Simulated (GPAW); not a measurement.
# InP (F-43m) in GPAW: a series of runs

The runs below take InP through band structure, equation of state, with AM05, BLYP+D4.

Program: GPAW 26.7.0. These are calculated values, not measurements. Logs are shortened: lines on timing, memory, paths and dates and some standing lists are left out, and cuts for length are marked. The log counts tension as positive stress, the text compression.

**What was measured.**

From a printed reference work, data compilation, for a bulk crystal of InP: band gap 1.4236 eV (direct) at 1.6 K; bulk modulus 71 GPa.

The runs below are set against these values where they give the same quantity.

## Step 1: The crystal as given

It takes space group F-43m (No. 216, cubic). The conventional cell has a = 5.861 Å, b = 5.861 Å, c = 5.861 Å, α = 90.00°, β = 90.00°, γ = 90.00°. In (site symmetry -43m) has 4 P at 2.54 Å as nearest neighbours. P (site symmetry -43m) has 4 In at 2.54 Å as nearest neighbours.

## Step 2: Band structure, AM05, spin-orbit coupling, no magnetisation

Contents of run.py:

```python
import numpy as np
from ase import Atoms
from ase.dft.bandgap import bandgap
from ase.io import write
from ase.units import GPa
from gpaw import GPAW, PW, setup_paths
from gpaw.spinorbit import soc_eigenstates

setup_paths.insert(0, '.')

atoms = Atoms(['In', 'P'],
              cell=[[0.0, 2.9305, 2.9305],
                    [2.9305, 0.0, 2.9305],
                    [2.9305, 2.9305, 0.0]],
              scaled_positions=[[0.0, 0.0, 0.0],
                                [0.75, 0.75, 0.75]],
              pbc=True)

calc = GPAW(mode=PW(600),
            xc='AM05',
            kpts={'size': (6, 6, 6), 'gamma': True},
            occupations={'name': 'fermi-dirac', 'width': 0.05},
            nbands=18,
            convergence={'density': 1e-05, 'energy': 1e-05},
            maxiter=150,
            txt='gpaw.txt')
atoms.calc = calc
energy = atoms.get_potential_energy()
forces = atoms.get_forces()
stress = atoms.get_stress()
calc.write('gs.gpw')
write('result.traj', atoms)
print(f'Energy: {energy:.6f} eV')
print('Forces (eV/A):')
print(forces.round(4))
print('Stress (GPa):', (stress / GPa).round(3))
print('Fermi level:', round(calc.get_fermi_level(), 4), 'eV')
print(f'Gap: {bandgap(calc)[0]:.4f} eV, direct: {bandgap(calc, direct=True)[0]:.4f} eV')

path = atoms.cell.bandpath('GXWKGLUWLK,UX', npoints=100, eps=1e-4)
bs_calc = calc.fixed_density(kpts=path, symmetry='off', nbands=30,
                             convergence={'bands': 'CBM+6.0', 'eigenstates': 1e-6}, txt='bands.txt')
bs = bs_calc.band_structure()
bs.write('bs.json')
print(f'Gap on the path: {bandgap(bs_calc)[0]:.4f} eV')

soc = soc_eigenstates(bs_calc, theta=0, phi=0)
np.savetxt('soc_bands.dat', soc.eigenvalues(), fmt='%.4f')
mesh = soc_eigenstates('gs.gpw', theta=0, phi=0)
np.savetxt('soc_mesh.dat', mesh.eigenvalues(), fmt='%.4f')
print('Fermi level with spin-orbit coupling:', round(mesh.fermi_level, 4), 'eV')
```

Potentials or basis: PAW data sets generated in the run's folder for this functional, pw.

Command:

```
$ gpaw-setup -f AM05 In P
$ OMP_NUM_THREADS=1 python run.py
```

gpaw.txt:

```text
__  _  _
 | _ |_)|_||  |
 |__||  | ||/\| - 26.7.0

Input parameters:
  mode=PW(ecut=600.0),
  convergence={'density': 1e-05, 'energy': 1e-05},
  kpts=MonkhorstPack(size=(6, 6, 6), gamma=True),
  maxiter=150,
  nbands=18,
  occupations=Occupations(name='fermi-dirac', width=0.05),
  xc=XC(name='AM05')

Diagonalizing LCAO Hamiltonian
Converting LCAO to pw mode

                     P

       In

Atoms  # Å, Bohr magnetons
|   | symbol |        x |        y |        z |    initial magnetic moments |
|---|--------|----------|----------|----------|-----------------------------|
| 0 |     In | 0.000000 | 0.000000 | 0.000000 | ( 0.0000,  0.0000,  0.0000) |
| 1 |      P | 4.395750 | 4.395750 | 4.395750 | ( 0.0000,  0.0000,  0.0000) |

Unit cell  # Å
| periodic |        x |        y |        z |  lengths |    angles |
|----------|----------|----------|----------|----------|-----------|
|      yes | 0.000000 | 2.930500 | 2.930500 | 4.144353 | 60.000000 |
|      yes | 2.930500 | 0.000000 | 2.930500 | 4.144353 | 60.000000 |
|      yes | 2.930500 | 2.930500 | 0.000000 | 4.144353 | 60.000000 |

Number of symmetries: 24
Symmetry operations  # r_c * U_cc + t_c -> r_c
|    | kind |            matrix            |
|----|------|------------------------------|
|  0 |  E   |  1, 0, 0,  0, 1, 0,  0, 0, 1 |
|  1 |  σ   |  1, 0, 0,  0, 0, 1,  0, 1, 0 |
|  2 |  σ   |  1, 0,-1,  0, 1,-1,  0, 0,-1 |
|  3 |  C3  |  1, 0,-1,  0, 0,-1,  0, 1,-1 |
|  4 |  C3  |  1,-1, 0,  0,-1, 1,  0,-1, 0 |
|  5 |  σ   |  1,-1, 0,  0,-1, 0,  0,-1, 1 |
|  6 |  σ   |  0, 1, 0,  1, 0, 0,  0, 0, 1 |
|  7 |  C3  |  0, 1, 0,  0, 0, 1,  1, 0, 0 |
|  8 |  C2  |  0, 1,-1,  1, 0,-1,  0, 0,-1 |
|  9 |  S4  |  0, 1,-1,  0, 0,-1,  1, 0,-1 |
| 10 |  C3  |  0, 0, 1,  1, 0, 0,  0, 1, 0 |
| 11 |  σ   |  0, 0, 1,  0, 1, 0,  1, 0, 0 |
| 12 |  S4  |  0, 0,-1,  1, 0,-1,  0, 1,-1 |
| 13 |  C3  |  0, 0,-1,  0, 1,-1,  1, 0,-1 |
| 14 |  S4  |  0,-1, 1,  1,-1, 0,  0,-1, 0 |
| 15 |  C2  |  0,-1, 1,  0,-1, 0,  1,-1, 0 |
| 16 |  C3  |  0,-1, 0,  1,-1, 0,  0,-1, 1 |
| 17 |  S4  |  0,-1, 0,  0,-1, 1,  1,-1, 0 |
| 18 |  S4  | -1, 1, 0, -1, 0, 1, -1, 0, 0 |
| 19 |  C3  | -1, 1, 0, -1, 0, 0, -1, 0, 1 |
| 20 |  C3  | -1, 0, 1, -1, 1, 0, -1, 0, 0 |
| 21 |  S4  | -1, 0, 1, -1, 0, 0, -1, 1, 0 |
| 22 |  σ   | -1, 0, 0, -1, 1, 0, -1, 0, 1 |
| 23 |  C2  | -1, 0, 0, -1, 0, 1, -1, 1, 0 |

BZ-sampling:
  Number of BZ points: 216
  Number of IBZ points: 16

  Monkhorst-Pack size: [6, 6, 6]
  Monkhorst-Pack shift: [0.08333333333333333, 0.08333333333333333, 0.08333333333333333]

K-points  # in reciprocal-cell coordinates
|     |                                coordinates |     weight |
|-----|--------------------------------------------|------------|
|   0 | (  0.00000000,   0.00000000,   0.00000000) | 0.00462963 |
|   1 | (  0.16666667,   0.16666667,   0.00000000) | 0.02777778 |
|   2 | (  0.16666667,   0.16666667,   0.16666667) | 0.03703704 |
|   3 | (  0.33333333,   0.16666667,   0.16666667) | 0.05555556 |
|   4 | (  0.33333333,   0.33333333,  -0.33333333) | 0.05555556 |
|   5 | (  0.33333333,   0.33333333,   0.00000000) | 0.02777778 |
|   6 | (  0.33333333,   0.33333333,   0.16666667) | 0.11111111 |
|   7 | (  0.33333333,   0.33333333,   0.33333333) | 0.03703704 |
|   8 | (  0.50000000,   0.33333333,  -0.33333333) | 0.11111111 |
|   9 | (  0.50000000,   0.33333333,  -0.16666667) | 0.05555556 |
| ... |                                            |            |
|  15 | (  0.50000000,   0.50000000,   0.50000000) | 0.01851852 |

Plane wave coefficients: 1694
Cutoff: 600.0 eV

Spin-components: 1 (collinear spins)
Bands:           18
Projectors:      11
Spin-degeneracy: 2
Datatype:        complex128

Parallelization:
  kpt:    1
  domain: 1
  band:   1

Density:
  Valence electrons: 18.0
  Components: 1
  Grid points: [24 24 24]
  Charge: 0.0  # |e|

Potential:
  Grid points: [24 24 24]

species:
  In:
    name:    Indium
    Z:       49.0
    valence: 13
    core:    36
    charge:  0.0  # [|e|]
    compensation charges:
      type: gauss
      rc: 0.36  # [Å]
      lmax: 2
    cutoffs:
      filter: 2.09  # [Å]
      core: 2.48  # [Å]
    projectors
    | kind |    occ | energy [eV] | rcut [Å] |
    |------|--------|-------------|----------|
    |   5s |  2.000 |      -8.203 |    1.185 |
    |   5p |  1.000 |      -2.475 |    1.244 |
    |   4d | 10.000 |     -18.606 |    1.148 |
    |    s |        |      19.008 |    1.185 |
    |    p |        |      24.736 |    1.244 |
    |    d |        |       8.606 |    1.148 |

    Using partial waves for In as LCAO basis

  P:
    name:    Phosphorus
    Z:       15.0
    valence: 5
    core:    10
    charge:  0.0  # [|e|]
    compensation charges:
      type: gauss
      rc: 0.30  # [Å]
      lmax: 2
    cutoffs:
      filter: 1.69  # [Å]
      core: 1.81  # [Å]
    projectors
    | kind |    occ | energy [eV] | rcut [Å] |
    |------|--------|-------------|----------|
    |   3s |  2.000 |     -13.869 |    0.953 |
    |   3p |  3.000 |      -5.453 |    0.953 |
    |    s |        |      13.342 |    0.953 |
    |    p |        |      21.758 |    0.953 |
    |    d |        |       0.000 |    0.953 |

    Using partial waves for P as LCAO basis

Reference energy: -169116.347652  # eV

eigensolver:
  PPCG
  Converge bands: occupied
  niter=2

density mixing:
  MSR1-Mixer
  Pratt-step length: 0.05
  Maximum mixing coefficient: 0.75
  Old densities: 10
  SVD Regularization: 0.005
  Good broyden scale: 1.0
  Trust region scale: 1.0
  Backstep threshold: 4.0
  History deletion threshold: 6.0
  Fourier metric: weight=20.0, sigma=0.015

occupation numbers:
  Fermi-Dirac:
    width: 0.0500  # eV

poisson solver:
  ecut: 4800.0  # eV

xc functional:
  name: AM05 with 2 nearest neighbor stencil

convergence criteria:
- Maximum integral of absolute [dens]ity change: 1e-05 electrons / valence electron
- Maximum [total energy] change in last 3 cyles: 1e-05 eV / valence electron
- Maximum integral of absolute [eigenst]ate change: 4e-08 eV^2 / valence electron
maximum number of iterations: 150

SCF iterations
|iter     | |      energy | eigst |  dens |
|---------|-|-------------|-------|-------|
|iter:   1| |   -9.231605 | -0.28 |       |
|iter:   2| |   -9.159451 | -2.22 | -1.13 |
|iter:   3| |   -8.886333 | -1.80 | -1.17 |
|iter:   4| |   -8.884756 | -3.22 | -1.75 |
|iter:   5| |   -8.884710 | -4.01 | -2.27 |
|iter:   6| |   -8.884758c| -5.40 | -3.02 |
|iter:   7| |   -8.884764c| -6.43 | -3.52 |
|iter:   8| |   -8.884764c| -7.96c| -4.51 |
|iter:   9| |   -8.884764c| -7.91c| -5.15c|

Converged in 9 steps
Energy contributions relative to reference atoms: (reference = -169116.347652)

Energy contributions:
  Kinetic:          20.827650
  Coulomb:         -19.146277
  Zero:              0.132789
  External:          0.000000
  Xc:              -10.698920
  Entropy:          -0.000012
  Spinorbit:         0.000000
  ----------------------------
  Free energy:      -8.884770
  Extrapolated:     -8.884764

dipole moment: (-16.945795, -16.945795, -16.945795)  # |e|*Ang

Fermi level: 5.257
Eigenvalues  # (at kpt = [0.000, 0.000, 0.000])
| band index |      eig [eV] | occ [0-2] |
|------------|---------------|-----------|
|          0 |        -9.223 |     2.000 |
|          1 |        -9.223 |     2.000 |
|          2 |        -9.223 |     2.000 |
|          3 |        -9.070 |     2.000 |
|          4 |        -9.070 |     2.000 |
|          5 |        -6.638 |     2.000 |
[... 10 lines left out ...]
|         16 |        16.073 |     0.000 |
|         17 |        16.073 |     0.000 |

Gap: 0.700 eV
Transition (v -> c):
  (s=0, k=0, n=8, [0.00, 0.00, 0.00]) -> (s=0, k=0, n=9, [0.00, 0.00, 0.00])
No difference between direct/indirect transitions

Forces  # eV/Ang
|        x |        y |        z |
|----------|----------|----------|
|  0.00000 | -0.00000 | -0.00000 |  # In   0
| -0.00000 |  0.00000 | -0.00000 |  # P    1

Stress tensor  # eV/Ang^3
|         x |         y |         z |
|-----------|-----------|-----------|
| -0.003885 |  0.000000 | -0.000000 |
|  0.000000 | -0.003885 | -0.000000 |
| -0.000000 | -0.000000 | -0.003885 |

# Writing to gs.gpw (mode='')
```

Run time: 20 s. Hardware: 1 thread of AMD EPYC 9R45 (Zen 5), shared host; peak memory 0.32 GiB.

What came out:

- Free energy: -8.8848 eV
- Pressure: 0.6 GPa
- Band gap on the k mesh: 0.67 eV, direct
- Band gap along the path: 0.67 eV, direct

Levels at the corners of the path, in eV from the valence-band top:
| point | band 16 | band 17 | band 18 | band 19 | band 20 | band 21 |
| --- | --- | --- | --- | --- | --- | --- |
| Γ | 0.00 | 0.00 | 0.00 | 0.67 | 0.67 | 3.64 |
| X | -2.45 | -2.34 | -2.34 | 1.71 | 1.71 | 2.21 |
| W | -3.01 | -2.96 | -2.91 | 4.25 | 4.26 | 4.30 |
| K | -3.32 | -2.01 | -2.00 | 2.30 | 2.31 | 4.32 |
| Γ | 0.00 | 0.00 | 0.00 | 0.67 | 0.67 | 3.64 |
| L | -1.09 | -0.97 | -0.97 | 1.43 | 1.43 | 4.62 |
| U | -3.32 | -2.01 | -2.00 | 2.30 | 2.31 | 4.32 |
| W | -3.01 | -2.96 | -2.91 | 4.25 | 4.26 | 4.30 |
| L | -1.09 | -0.97 | -0.97 | 1.43 | 1.43 | 4.62 |
| K | -3.32 | -2.01 | -2.00 | 2.30 | 2.31 | 4.32 |
| U | -3.32 | -2.01 | -2.00 | 2.30 | 2.31 | 4.32 |
| X | -2.45 | -2.34 | -2.34 | 1.71 | 1.71 | 2.21 |

Caveat: spin-orbit coupling was added after a scalar SCF, so levels and gaps hold it while energy, forces, pressure and moments don't; this program's spin-orbit splittings come out too wide for heavy elements.

## Step 3: Equation of state, BLYP+D4

Contents of run.py:

```python
from ase import Atoms
from ase.calculators.mixing import SumCalculator
from ase.eos import EquationOfState
from ase.io import Trajectory
from ase.units import GPa
from dftd4.ase import DFTD4
from gpaw import GPAW, PW, setup_paths

setup_paths.insert(0, '.')

atoms = Atoms(['In', 'P'],
              cell=[[0.0, 2.9305, 2.9305],
                    [2.9305, 0.0, 2.9305],
                    [2.9305, 2.9305, 0.0]],
              scaled_positions=[[0.0, 0.0, 0.0],
                                [0.75, 0.75, 0.75]],
              pbc=True)

traj = Trajectory('eos.traj', 'w')
volumes, energies = [], []
for x in [0.94, 0.96, 0.98, 1.0, 1.02, 1.04, 1.06]:
    a = atoms.copy()
    a.set_cell(atoms.cell * x**(1 / 3), scale_atoms=True)
    calc = GPAW(mode=PW(600),
                xc='BLYP',
                kpts={'size': (6, 6, 6), 'gamma': True},
                occupations={'name': 'fermi-dirac', 'width': 0.05},
                nbands=18,
                convergence={'density': 1e-05, 'energy': 1e-05},
                eigensolver='davidson',
                maxiter=150,
                txt=f'eos-{x:.2f}.txt')
    a.calc = SumCalculator([calc, DFTD4(method='blyp')])
    energies.append(a.get_potential_energy())
    volumes.append(a.get_volume())
    p = -a.get_stress()[:3].mean() / GPa
    calc.write(f'eos-{x:.2f}.gpw')
    traj.write(a)
    print(f'{x:.2f} {volumes[-1]:10.4f} A^3 {energies[-1]:14.6f} eV {p:9.3f} GPa', flush=True)

v0, e0, B = EquationOfState(volumes, energies, eos='birchmurnaghan').fit()
print(f'V0 = {v0:.4f} A^3, E0 = {e0:.6f} eV, B0 = {B / GPa:.2f} GPa')
```

Potentials or basis: PAW data sets generated in the run's folder for this functional, pw.

Command:

```
$ gpaw-setup -f BLYP In P
$ OMP_NUM_THREADS=1 python run.py
```

The log of the run:

```text
__  _  _
 | _ |_)|_||  |
 |__||  | ||/\| - 26.7.0

Input parameters:
  mode=PW(ecut=600.0),
  convergence={'density': 1e-05, 'energy': 1e-05},
  eigensolver=Davidson(niter=2),
  kpts=MonkhorstPack(size=(6, 6, 6), gamma=True),
  maxiter=150,
  nbands=18,
  occupations=Occupations(name='fermi-dirac', width=0.05),
  xc=XC(name='BLYP')

Diagonalizing LCAO Hamiltonian
Converting LCAO to pw mode

                    P

       In

Atoms  # Å, Bohr magnetons
|   | symbol |        x |        y |        z |    initial magnetic moments |
|---|--------|----------|----------|----------|-----------------------------|
| 0 |     In | 0.000000 | 0.000000 | 0.000000 | ( 0.0000,  0.0000,  0.0000) |
| 1 |      P | 4.336341 | 4.336341 | 4.336341 | ( 0.0000,  0.0000,  0.0000) |

Unit cell  # Å
| periodic |        x |        y |        z |  lengths |    angles |
|----------|----------|----------|----------|----------|-----------|
|      yes | 0.000000 | 2.890894 | 2.890894 | 4.088341 | 60.000000 |
|      yes | 2.890894 | 0.000000 | 2.890894 | 4.088341 | 60.000000 |
|      yes | 2.890894 | 2.890894 | 0.000000 | 4.088341 | 60.000000 |

Number of symmetries: 24
Symmetry operations  # r_c * U_cc + t_c -> r_c
|    | kind |            matrix            |
|----|------|------------------------------|
|  0 |  E   |  1, 0, 0,  0, 1, 0,  0, 0, 1 |
|  1 |  σ   |  1, 0, 0,  0, 0, 1,  0, 1, 0 |
|  2 |  σ   |  1, 0,-1,  0, 1,-1,  0, 0,-1 |
|  3 |  C3  |  1, 0,-1,  0, 0,-1,  0, 1,-1 |
|  4 |  C3  |  1,-1, 0,  0,-1, 1,  0,-1, 0 |
|  5 |  σ   |  1,-1, 0,  0,-1, 0,  0,-1, 1 |
|  6 |  σ   |  0, 1, 0,  1, 0, 0,  0, 0, 1 |
|  7 |  C3  |  0, 1, 0,  0, 0, 1,  1, 0, 0 |
|  8 |  C2  |  0, 1,-1,  1, 0,-1,  0, 0,-1 |
|  9 |  S4  |  0, 1,-1,  0, 0,-1,  1, 0,-1 |
| 10 |  C3  |  0, 0, 1,  1, 0, 0,  0, 1, 0 |
| 11 |  σ   |  0, 0, 1,  0, 1, 0,  1, 0, 0 |
| 12 |  S4  |  0, 0,-1,  1, 0,-1,  0, 1,-1 |
| 13 |  C3  |  0, 0,-1,  0, 1,-1,  1, 0,-1 |
| 14 |  S4  |  0,-1, 1,  1,-1, 0,  0,-1, 0 |
| 15 |  C2  |  0,-1, 1,  0,-1, 0,  1,-1, 0 |
| 16 |  C3  |  0,-1, 0,  1,-1, 0,  0,-1, 1 |
| 17 |  S4  |  0,-1, 0,  0,-1, 1,  1,-1, 0 |
| 18 |  S4  | -1, 1, 0, -1, 0, 1, -1, 0, 0 |
| 19 |  C3  | -1, 1, 0, -1, 0, 0, -1, 0, 1 |
| 20 |  C3  | -1, 0, 1, -1, 1, 0, -1, 0, 0 |
| 21 |  S4  | -1, 0, 1, -1, 0, 0, -1, 1, 0 |
| 22 |  σ   | -1, 0, 0, -1, 1, 0, -1, 0, 1 |
| 23 |  C2  | -1, 0, 0, -1, 0, 1, -1, 1, 0 |

BZ-sampling:
  Number of BZ points: 216
  Number of IBZ points: 16

  Monkhorst-Pack size: [6, 6, 6]
[... 62 lines left out ...]
    |    p |        |      24.748 |    1.244 |
    |    d |        |       8.793 |    1.148 |

    Using partial waves for In as LCAO basis

  P:
    name:    Phosphorus
    Z:       15.0
    valence: 5
    core:    10
    charge:  0.0  # [|e|]
    compensation charges:
      type: gauss
      rc: 0.30  # [Å]
      lmax: 2
    cutoffs:
      filter: 1.69  # [Å]
      core: 1.81  # [Å]
    projectors
    | kind |    occ | energy [eV] | rcut [Å] |
    |------|--------|-------------|----------|
    |   3s |  2.000 |     -13.831 |    0.953 |
    |   3p |  3.000 |      -5.357 |    0.953 |
    |    s |        |      13.380 |    0.953 |
    |    p |        |      21.855 |    0.953 |
    |    d |        |       0.000 |    0.953 |

    Using partial waves for P as LCAO basis

Reference energy: -169299.769639  # eV

eigensolver:
  Davidson
  Converge bands: occupied
  niter=2

density mixing:
  MSR1-Mixer
  Pratt-step length: 0.05
  Maximum mixing coefficient: 0.75
  Old densities: 10
  SVD Regularization: 0.005
  Good broyden scale: 1.0
  Trust region scale: 1.0
  Backstep threshold: 4.0
  History deletion threshold: 6.0
  Fourier metric: weight=20.0, sigma=0.015

occupation numbers:
  Fermi-Dirac:
    width: 0.0500  # eV

poisson solver:
  ecut: 4800.0  # eV

xc functional:
  name: BLYP with 2 nearest neighbor stencil

convergence criteria:
- Maximum integral of absolute [dens]ity change: 1e-05 electrons / valence electron
- Maximum [total energy] change in last 3 cyles: 1e-05 eV / valence electron
- Maximum integral of absolute [eigenst]ate change: 4e-08 eV^2 / valence electron
maximum number of iterations: 150

SCF iterations
|iter     | |      energy | eigst |  dens |
|---------|-|-------------|-------|-------|
|iter:   1| |   -7.548612 | -0.19 |       |
|iter:   2| |   -7.458456 | -1.92 | -1.08 |
|iter:   3| |   -7.116756 | -1.67 | -1.12 |
|iter:   4| |   -7.114817 | -3.10 | -1.75 |
|iter:   5| |   -7.115206 | -3.80 | -2.19 |
|iter:   6| |   -7.115302 | -4.49 | -2.86 |
|iter:   7| |   -7.115312c| -5.41 | -3.53 |
|iter:   8| |   -7.115312c| -6.20 | -4.35 |
|iter:   9| |   -7.115313c| -6.91 | -5.04c|
|iter:  10| |   -7.115313c| -7.77c| -5.41c|

Converged in 10 steps
Energy contributions relative to reference atoms: (reference = -169299.769639)

Energy contributions:
  Kinetic:          30.192426
  Coulomb:         -26.902091
  Zero:              0.087090
  External:          0.000000
  Xc:              -10.492735
  Entropy:          -0.000004
  Spinorbit:         0.000000
  ----------------------------
  Free energy:      -7.115315
  Extrapolated:     -7.115313

dipole moment: (-16.752021, -16.752021, -16.752021)  # |e|*Ang

Fermi level: 6.231
Eigenvalues  # (at kpt = [0.000, 0.000, 0.000])
| band index |      eig [eV] | occ [0-2] |
|------------|---------------|-----------|
|          0 |        -8.453 |     2.000 |
|          1 |        -8.453 |     2.000 |
|          2 |        -8.453 |     2.000 |
|          3 |        -8.273 |     2.000 |
|          4 |        -8.273 |     2.000 |
|          5 |        -6.026 |     2.000 |
[... 10 lines left out ...]
|         16 |        17.253 |     0.000 |
|         17 |        17.253 |     0.000 |

Gap: 0.825 eV
Transition (v -> c):
  (s=0, k=0, n=8, [0.00, 0.00, 0.00]) -> (s=0, k=0, n=9, [0.00, 0.00, 0.00])
No difference between direct/indirect transitions

Stress tensor  # eV/Ang^3
|         x |         y |         z |
|-----------|-----------|-----------|
| -0.061896 | -0.000000 |  0.000000 |
| -0.000000 | -0.061896 |  0.000000 |
|  0.000000 |  0.000000 | -0.061896 |

# Writing to eos-0.96.gpw (mode='')
```

Wall time 24 s (1 thread of AMD EPYC 9R45 (Zen 5), shared host); peak memory 0.25 GiB.

Results:

- Equilibrium volume: 25.93 Å³/atom
- Bulk modulus: 61 GPa
- Pressure derivative of the bulk modulus: 4.8

Energy against volume, from the lowest point:
| volume (Å³/atom) | energy (meV/atom) |
| --- | --- |
| 23.657 | 44.64 |
| 24.160 | 25.81 |
| 24.663 | 12.48 |
| 25.167 | 4.07 |
| 25.670 | 0.08 |
| 26.173 | 0.00 |
| 26.677 | 3.40 |

## Step 4: Against experiment

Step 2. Against the measured gap of InP, 1.4236 eV (direct; 1.6 K; a printed reference work, data compilation), the calculated 0.67 eV is off by -0.76 eV. The value is that of AM05, without temperature or zero-point motion. Semilocal functionals fall short of measured gaps as a rule.

Step 3. Against the measured bulk modulus of InP, 71 GPa (a printed reference work, data compilation), the calculated 61 GPa is off by -14.7 %. The fit is for a static lattice scaled at fixed shape and fixed fractional positions.
